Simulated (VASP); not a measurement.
# Y (P6_3/mmc) in VASP: notebook

Runs on Y. Level: PBEsol. Tasks: single point.

All numbers are computed with VASP 6.6.1; they aren't measurements. Logs are shortened: lines on timing, memory, paths and dates and some standing lists are left out, and cuts for length are marked.

### 1 The crystal as given

The structure is hexagonal, space group P6_3/mmc (No. 194). The conventional cell has a = 3.647 Å, b = 3.647 Å, c = 5.731 Å, α = 90.00°, β = 90.00°, γ = 120.00°. Around Y (site symmetry -6m2) lie 12 Y at 3.56 to 3.65 Å.

### 2 Single point, PBEsol

File INCAR:

```
SYSTEM = Y
PREC     = Accurate       ! precision mode
ENCUT    = 450            ! plane-wave cutoff, eV
EDIFF    = 1E-6           ! SCF threshold, eV
ISMEAR   = -1             ! smearing method
SIGMA    = 0.15           ! smearing width, eV
LREAL    = .FALSE.        ! projectors in reciprocal space
LASPH    = .TRUE.         ! aspherical terms in the spheres
NELM     = 100            ! most SCF steps
ALGO     = Normal         ! electronic algorithm
ISIF     = 2              ! what is computed and relaxed
LWAVE    = .FALSE.        ! write WAVECAR
LCHARG   = .FALSE.        ! write CHGCAR
GGA      = PS             ! functional
NBANDS   = 18             ! bands
ADDGRID  = .FALSE.
```

File KPOINTS:

```
Automatic mesh
0
G
  15 15 9
  0 0 0
```

File POSCAR:

```
Y
1.0
    3.6474000000      0.0000000000      0.0000000000
   -1.8237000000      3.1587410578      0.0000000000
    0.0000000000      0.0000000000      5.7306000000
Y
2
Direct
    0.6666666667      0.3333333333      0.7500000000
    0.3333333333      0.6666666667      0.2500000000
```

Potentials or basis: VASP PAW PBE potentials, release 64 (Y_sv).

Run with:

```bash
$ cat potpaw_PBE.64/Y_sv/POTCAR > POTCAR
$ mpirun -np 1 vasp_std > vasp.out
```

OUTCAR:

```text
SYSTEM = Y
   PREC = Accurate
   ENCUT = 450
   EDIFF = 1E-6
   ISMEAR = -1
   LREAL = .FALSE.
   LASPH = .TRUE.
   NELM = 100
   ISIF = 2
   GGA = PS

 Found    135 irreducible k-points:

 Following reciprocal coordinates:
            Coordinates               Weight
  0.000000  0.000000  0.000000      1.000000
  0.066667  0.000000  0.000000      6.000000
  0.133333  0.000000  0.000000      6.000000
  0.200000  0.000000  0.000000      6.000000
  0.266667  0.000000  0.000000      6.000000
  0.333333  0.000000  0.000000      6.000000
   k-points           NKPTS =    135   k-points in BZ     NKDIM =    135   number of bands    NBANDS=     18
   number of dos      NEDOS =    301   number of ions     NIONS =      2
   total plane-waves  NPLWV =  31360
   dimension x,y,z NGX =    28 NGY =   28 NGZ =   40
   dimension x,y,z NGXF=    56 NGYF=   56 NGZF=   80
   ions per type =               2
   NGX,Y,Z   is equivalent  to a cutoff of  12.76, 12.76, 11.60 a.u.
   NGXF,Y,Z  is equivalent  to a cutoff of  25.52, 25.52, 23.21 a.u.
 SYSTEM =  Y
   PREC   = accura    normal or accurate (medium, high low for compatibility)
   ISTART =      0    job   : 0-new  1-cont  2-samecut
   ICHARG =      2    charge: 1-file 2-atom 10-const
   ISPIN  =      1    spin polarized calculation?
   LNONCOLLINEAR =      F non collinear calculations
   LSORBIT =      F    spin-orbit coupling
   LASPH  =      T    aspherical Exc in radial PAW
   ENCUT  =  450.0 eV  33.07 Ry    5.75 a.u.   6.31  6.31  9.91*2*pi/ulx,y,z
   NELM   =    100;   NELMIN=  2; NELMDL= -5     # of ELM steps
   EDIFF  = 0.1E-05   stopping-criterion for ELM
   LREAL  =      F    real-space projection
   EDIFFG = 0.1E-04   stopping-criterion for IOM
   NSW    =      0    number of steps for IOM
   IBRION =     -1    ionic relax: 0-MD 1-quasi-New 2-CG
   NFREE  =      0    steps in history (QN), initial steepest desc. (CG)
   ISIF   =      2    stress and relaxation
   ISYM   =      2    0-nonsym 1-usesym 2-fastsym
   POTIM  = 0.5000    time-step for ionic-motion
   TEBEG  =    0.0;   TEEND  =   0.0 temperature during run
   PSTRESS=    0.0 pullay stress
   NELECT =      22.0000    total number of electrons
   NUPDOWN=      -1.0000    fix difference up-down
   EMIN   =  10.00;   EMAX   =-10.00  energy-range for DOS
   EFERMI =   0.00;   METHOD = LEGACY
   ISMEAR =    -1;   SIGMA  =   0.15  broadening in eV -4-tet -1-fermi 0-gaus
   EFERMI_NEDOS =   21; number of points for ismear=-14 and -15
   IALGO  =     38    algorithm
   IMIX   =      4    mixing-type and parameters
     AMIX     =   0.40;   BMIX     =  1.00
     AMIX_MAG =   1.60;   BMIX_MAG =  1.00
  volume/ion in A,a.u.               =      33.01       222.77
  Fermi-wavevector in a.u.,A,eV,Ry     =   1.134967  2.144777 17.526345  1.288150
  Thomas-Fermi vector in A             =   2.271671
   LORBIT       =      0    0 simple, 1 ext, 2 COOP (PROOUT), +10 PAW based schemes
   GGA     = PS    functional components
   LHFCALC =     F    Hartree Fock is set to
   AEXX    =    0.0000 exact exchange contribution
   IVDW    =     0    specifies the selected vdW correction
   LEPSILON=     F    determine dielectric tensor
   LRPA    =     F    only Hartree local field effects (RPA)
 non-spin polarized calculation
  energy-cutoff  :      450.00
  volume of cell :       66.02
 maximum number of plane-waves:      1448
 NGX is ok and might be reduce to    28
   NGX = 13   NGY = 13   NGZ = 19

 number of electron      22.0000000 magnetization

 Free energy of the ion-electron system (eV)
  ---------------------------------------------------
  ext. energy  EPLUGINS =         0.00000000
  ---------------------------------------------------
  free energy    TOTEN  =       -13.74935428 eV

  energy without entropy =      -13.49607113  energy(sigma->0) =      -13.62271270

 E-fermi :   2.8625     XC(G=0):  -9.5132

 val. band max:        2.8605075506   @ k =   0.1333   0.1333   0.3333
 cond. band min:       2.8664635440   @ k =   0.2000   0.0000   0.2222
 fundamental gap:      0.0059559934
 Fermi energy:         2.8624768019

 k-point     1 :       0.0000    0.0000    0.0000
  band No.  band energies     occupation
      1     -39.7426      2.00000
      2     -39.6705      2.00000
      3     -20.0397      2.00000
      4     -19.5615      2.00000
      5     -19.5615      2.00000
      6     -19.4731      2.00000
[... 10 lines left out ...]
     17       5.6339      0.00000
     18       5.6339      0.00000

 k-point     2 :       0.0667    0.0000    0.0000
  band No.  band energies     occupation
      1     -39.7404      2.00000
      2     -39.6697      2.00000
      3     -20.0318      2.00000
      4     -19.5776      2.00000
      5     -19.5670      2.00000
      6     -19.4901      2.00000
[... 10 lines left out ...]
     17       5.5021      0.00000
     18       5.5421      0.00000

 k-point     3 :       0.1333    0.0000    0.0000
  band No.  band energies     occupation
      1     -39.7341      2.00000
      2     -39.6675      2.00000
      3     -20.0089      2.00000
      4     -19.6231      2.00000
      5     -19.5822      2.00000
      6     -19.5374      2.00000
[... 10 lines left out ...]
     17       5.3730      0.00000
     18       5.5281      0.00000

 k-point     4 :       0.2000    0.0000    0.0000
  band No.  band energies     occupation
      1     -39.7246      2.00000
      2     -39.6646      2.00000
      3     -19.9730      2.00000
      4     -19.6904      2.00000
      5     -19.6051      2.00000
      6     -19.6038      2.00000
[... 10 lines left out ...]
     17       5.7203      0.00000
     18       5.9199      0.00000

 k-point     5 :       0.2667    0.0000    0.0000
  band No.  band energies     occupation
      1     -39.7131      2.00000
      2     -39.6617      2.00000
      3     -19.9273      2.00000
      4     -19.7680      2.00000
      5     -19.6802      2.00000
      6     -19.6278      2.00000
[... 10 lines left out ...]
     17       6.1543      0.00000
     18       6.4315      0.00000

 k-point     6 :       0.3333    0.0000    0.0000
  band No.  band energies     occupation
      1     -39.7013      2.00000
      2     -39.6598      2.00000
      3     -19.8768      2.00000
      4     -19.8423      2.00000
      5     -19.7496      2.00000
      6     -19.6501      2.00000
[... 10 lines left out ...]
     17       6.6960      0.00000
     18       7.0143      0.00000

 [... further k-points ...]

------------------------ aborting loop because EDIFF is reached ----------------------------------------

  FORCE on cell =-STRESS in cart. coord.  units (eV):
  Direction    XX          YY          ZZ          XY          YZ          ZX
  --------------------------------------------------------------------------------------
  -------------------------------------------------------------------------------------
  Total       -0.7953214     -0.7953214     -0.8515784      0.0000000      0.0000000      0.0000000
  in kB      -19.2999303    -19.2999303    -20.6651095      0.0000000      0.0000000      0.0000000
  external PRESSURE =     -19.7549900 kB  Pullay stress =       0.0000000 kB

 VOLUME and BASIS-vectors are now :
 -----------------------------------------------------------------------------
  energy-cutoff  :      450.00
  volume of cell :       66.02
      direct lattice vectors                 reciprocal lattice vectors
     3.647400000  0.000000000  0.000000000     0.274167900  0.158290911  0.000000000
    -1.823700000  3.158741058  0.000000000     0.000000000  0.316581822  0.000000000
     0.000000000  0.000000000  5.730600000     0.000000000  0.000000000  0.174501797

 POSITION                                       TOTAL-FORCE (eV/Angst)
 -----------------------------------------------------------------------------------
      1.82370      1.05291      4.29795        -0.000000      0.000000      0.000000
     -0.00000      2.10583      1.43265         0.000000     -0.000000      0.000000
 -----------------------------------------------------------------------------------
    total drift:                               -0.000000      0.000000     -0.000000

  FREE ENERGIE OF THE ION-ELECTRON SYSTEM (eV)
  ---------------------------------------------------
  free  energy   TOTEN  =       -13.7493542816 eV

  energy  without entropy=      -13.4960711277  energy(sigma->0) =      -13.62271270
```

OSZICAR:

```text
N       E                     dE             d eps       ncg     rms          rms(c)
DAV:   1     0.819324275087E+02    0.81932E+02   -0.10447E+04  4860   0.104E+03
DAV:   2    -0.683805045530E+01   -0.88770E+02   -0.87142E+02  6070   0.242E+02
DAV:   3    -0.140450266024E+02   -0.72070E+01   -0.71551E+01  8562   0.414E+01
DAV:   4    -0.142242074427E+02   -0.17918E+00   -0.17902E+00  5998   0.673E+00
DAV:   5    -0.142287398440E+02   -0.45324E-02   -0.45306E-02  7008   0.807E-01    0.332E+01
DAV:   6    -0.138378467257E+02    0.39089E+00   -0.47429E-01  5368   0.408E+00    0.205E+01
DAV:   7    -0.137624666402E+02    0.75380E-01   -0.90890E-01  6380   0.516E+00    0.179E+00
DAV:   8    -0.137500699426E+02    0.12397E-01   -0.16564E-01  5970   0.230E+00    0.114E+00
DAV:   9    -0.137492768369E+02    0.79311E-03   -0.44401E-03  6658   0.405E-01    0.437E-01
DAV:  10    -0.137494069543E+02   -0.13012E-03   -0.18088E-03  5302   0.372E-01    0.313E-01
DAV:  11    -0.137493588239E+02    0.48130E-04   -0.10984E-04  6932   0.869E-02    0.490E-02
DAV:  12    -0.137493523912E+02    0.64327E-05   -0.29138E-05  5342   0.454E-02    0.165E-02
DAV:  13    -0.137493541162E+02   -0.17250E-05   -0.52352E-06  5492   0.192E-02    0.309E-03
DAV:  14    -0.137493542816E+02   -0.16544E-06   -0.14777E-07  2942   0.307E-03
   1 F= -.13749354E+02 E0= -.13622713E+02  d E =-.253283E+00
```

stdout:

```text
POSCAR found type information on POSCAR Y
 POSCAR found :  1 types and       2 ions
 scaLAPACK will be used
 -----------------------------------------------------------------------------
|                                                                             |
|                                                                             |
|     You enforced a specific xc type in the INCAR file but a different       |
|     I HOPE YOU KNOW WHAT YOU ARE DOING!                                     |
|                                                                             |
 -----------------------------------------------------------------------------

 LDA part: xc-table for (Slater+PW92), standard interpolation
 POSCAR, INCAR and KPOINTS ok, starting setup
 FFT: planning ... GRIDC
 FFT: planning ... GRID_SOFT
 FFT: planning ... GRID
 WAVECAR not read
 entering main loop
```

Wall time 65 s (1 thread of AMD EPYC 9R45 (Zen 5), shared host); peak memory 0.24 GiB.

The run converged, but some of its settings lie outside the range that counts as converged, so its numbers aren't taken as properties of the crystal.

What came out:

```yaml
Free_energy: -13.7494 eV
Pressure: -2.0 GPa
Band_gap_on_the_k_mesh: none (metal or under the smearing width)
```

Caveat: the PAW data sets were made with another functional, which shifts forces and pressure a little.

### 3 Single point, PBEsol

INCAR: that of step 2 with these lines changed.

```diff
@@ -2,3 +2,3 @@
 PREC     = Accurate       ! precision mode
-ENCUT    = 450            ! plane-wave cutoff, eV
+ENCUT    = 350            ! plane-wave cutoff, eV
 EDIFF    = 1E-6           ! SCF threshold, eV
```

File KPOINTS:

```
Automatic mesh
0
G
  18 18 10
  0 0 0
```

POSCAR is that of step 2.

Potentials or basis: VASP PAW PBE potentials, release 64 (Y_sv).

Run with:

```bash
$ cat potpaw_PBE.64/Y_sv/POTCAR > POTCAR
$ mpirun -np 1 vasp_std > vasp.out
```

OUTCAR:

```text
SYSTEM = Y
   PREC = Accurate
   ENCUT = 350
   EDIFF = 1E-6
   ISMEAR = -1
   LREAL = .FALSE.
   LASPH = .TRUE.
   NELM = 100
   ISIF = 2
   GGA = PS

 Found    222 irreducible k-points:

 Following reciprocal coordinates:
            Coordinates               Weight
  0.000000  0.000000  0.000000      1.000000
  0.055556 -0.000000  0.000000      6.000000
  0.111111 -0.000000  0.000000      6.000000
  0.166667  0.000000  0.000000      6.000000
  0.222222 -0.000000  0.000000      6.000000
  0.277778  0.000000  0.000000      6.000000
   k-points           NKPTS =    222   k-points in BZ     NKDIM =    222   number of bands    NBANDS=     18
   number of dos      NEDOS =    301   number of ions     NIONS =      2
   total plane-waves  NPLWV =  20736
   dimension x,y,z NGX =    24 NGY =   24 NGZ =   36
   dimension x,y,z NGXF=    48 NGYF=   48 NGZF=   72
   ions per type =               2
   NGX,Y,Z   is equivalent  to a cutoff of  10.94, 10.94, 10.44 a.u.
   NGXF,Y,Z  is equivalent  to a cutoff of  21.88, 21.88, 20.89 a.u.
 SYSTEM =  Y
   PREC   = accura    normal or accurate (medium, high low for compatibility)
   ISTART =      0    job   : 0-new  1-cont  2-samecut
   ICHARG =      2    charge: 1-file 2-atom 10-const
   ISPIN  =      1    spin polarized calculation?
   LNONCOLLINEAR =      F non collinear calculations
[... 54 lines left out ...]

 val. band max:        2.8569199577   @ k =   0.4444  -0.0000   0.3000
 cond. band min:       2.8692527352   @ k =   0.3889   0.2222   0.4000
 fundamental gap:      0.0123327774
 Fermi energy:         2.8626790020

 k-point     1 :       0.0000    0.0000    0.0000
  band No.  band energies     occupation
      1     -39.7420      2.00000
      2     -39.6698      2.00000
      3     -20.0386      2.00000
      4     -19.5603      2.00000
      5     -19.5603      2.00000
      6     -19.4720      2.00000
[... 103 lines left out ...]
      5     -19.6914      2.00000
      6     -19.6306      2.00000
[... 10 lines left out ...]
     17       6.2368      0.00000
     18       6.5258      0.00000

 [... further k-points ...]

------------------------ aborting loop because EDIFF is reached ----------------------------------------

  FORCE on cell =-STRESS in cart. coord.  units (eV):
  Direction    XX          YY          ZZ          XY          YZ          ZX
  --------------------------------------------------------------------------------------
  -------------------------------------------------------------------------------------
  Total       -0.8006189     -0.8006189     -0.8597892      0.0000000      0.0000000      0.0000000
  in kB      -19.4284826    -19.4284826    -20.8643584      0.0000000      0.0000000      0.0000000
  external PRESSURE =     -19.9071079 kB  Pullay stress =       0.0000000 kB

 VOLUME and BASIS-vectors are now :
 -----------------------------------------------------------------------------
  energy-cutoff  :      350.00
  volume of cell :       66.02
      direct lattice vectors                 reciprocal lattice vectors
     3.647400000  0.000000000  0.000000000     0.274167900  0.158290911  0.000000000
    -1.823700000  3.158741058  0.000000000     0.000000000  0.316581822  0.000000000
     0.000000000  0.000000000  5.730600000     0.000000000  0.000000000  0.174501797

 POSITION                                       TOTAL-FORCE (eV/Angst)
 -----------------------------------------------------------------------------------
      1.82370      1.05291      4.29795         0.000000     -0.000000      0.000000
     -0.00000      2.10583      1.43265        -0.000000      0.000000      0.000000
 -----------------------------------------------------------------------------------
    total drift:                               -0.000000      0.000000     -0.000000

  FREE ENERGIE OF THE ION-ELECTRON SYSTEM (eV)
  ---------------------------------------------------
  free  energy   TOTEN  =       -13.7490959851 eV

  energy  without entropy=      -13.4958818777  energy(sigma->0) =      -13.62248893
```

stdout:

```text
POSCAR found type information on POSCAR Y
 POSCAR found :  1 types and       2 ions
 scaLAPACK will be used
 -----------------------------------------------------------------------------
|                                                                             |
|                                                                             |
|     You enforced a specific xc type in the INCAR file but a different       |
|     I HOPE YOU KNOW WHAT YOU ARE DOING!                                     |
|                                                                             |
 -----------------------------------------------------------------------------

 LDA part: xc-table for (Slater+PW92), standard interpolation
 POSCAR, INCAR and KPOINTS ok, starting setup
 FFT: planning ... GRIDC
 FFT: planning ... GRID_SOFT
 FFT: planning ... GRID
 WAVECAR not read
 entering main loop
```

Wall time 64 s (1 thread of AMD EPYC 9R45 (Zen 5), shared host); peak memory 0.24 GiB.

These settings aren't checked as converged: the numbers below hold their error.

What came out:

```
Free energy            : -13.7491 eV
Pressure               : -2.0 GPa
Band gap on the k mesh : none (metal or under the smearing width)
```

Caveat: the PAW data sets were made with another functional, which shifts forces and pressure a little.

(Continued in part 2 of 2.)
